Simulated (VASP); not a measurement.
## From an Ansatz input to VASP: ZnS (distorted wurtzite)

Ansatz input

```yaml
crystal:
  lattice:
    - [3.7412, -0.031, -0.0826]
    - [-1.8975, 3.4212, 0.0473]
    - [-0.1355, 0.0114, 6.2166]
  atoms:
    - { symbol: Zn, position: [0.3093, 0.6476, 0.0079] }
    - { symbol: Zn, position: [0.6575, 0.324, 0.4944] }
    - { symbol: S, position: [0.28, 0.66, 0.3878] }
    - { symbol: S, position: [0.7138, 0.3198, 0.8863] }
kpoints:
  mp_grid: { grid: [6, 6, 4] }
hamiltonian:
  xc: lda
scf:
  occupations: { method: fermi_dirac, width: 0.02 }
  n_extra_bands: 5
output:
  forces: true
  stress: true
  eigenvalues: true
```

Which VASP files do the same job?



INCAR

```
PREC = Accurate
ISMEAR = -1
LREAL = .FALSE.
ENCUT = 520
GGA = CA
NSW = 0
LELF = .TRUE.
NBANDS = 26
EDIFF = 1E-7
NELM = 120
LWAVE = .FALSE.
SIGMA = 0.02
ISIF = 2
LASPH = .TRUE.
LCHARG = .TRUE.
IBRION = -1
```

KPOINTS

```
KPOINTS created by Atomic Simulation Environment
0
Gamma
6 6 4
0 0 0
```

POSCAR

```
Zn S
 1.0000000000000000
     3.7412000000000001   -0.0310000000000000   -0.0826000000000000
    -1.8975000000000000    3.4211999999999998    0.0473000000000000
    -0.1355000000000000    0.0114000000000000    6.2165999999999997
 Zn  S
   2   2
Cartesian
 -0.0727382899999999  2.2060708799999995  0.0541944400000000
  1.7780578000000002  1.0937224600000000  3.0345027399999998
 -0.2573609000000000  2.2537329199999996  2.4188874799999995
  1.9435544100000002  1.0820757800000000  5.4659392400000000
```

VASP ran with the recommended LDA PAW datasets (36 valence electrons in the cell). Other inputs would serve too.

```tsv
	Ansatz	VASP
gap between bands v and c on the k mesh	1.78 eV	1.81 eV
least direct gap on the k mesh	1.78 eV	1.81 eV
pressure	-1.7 GPa	-1.4 GPa
largest force	2.94 eV/Å	2.97 eV/Å
```

Datasets and cutoffs are each program's own. VASP's cell holds 36 valence electrons and Ansatz's 36. LDA means the Perdew–Zunger form with relativistic exchange in VASP and the Perdew–Wang form in Ansatz. Ansatz's stress includes a Pulay correction; VASP's doesn't.
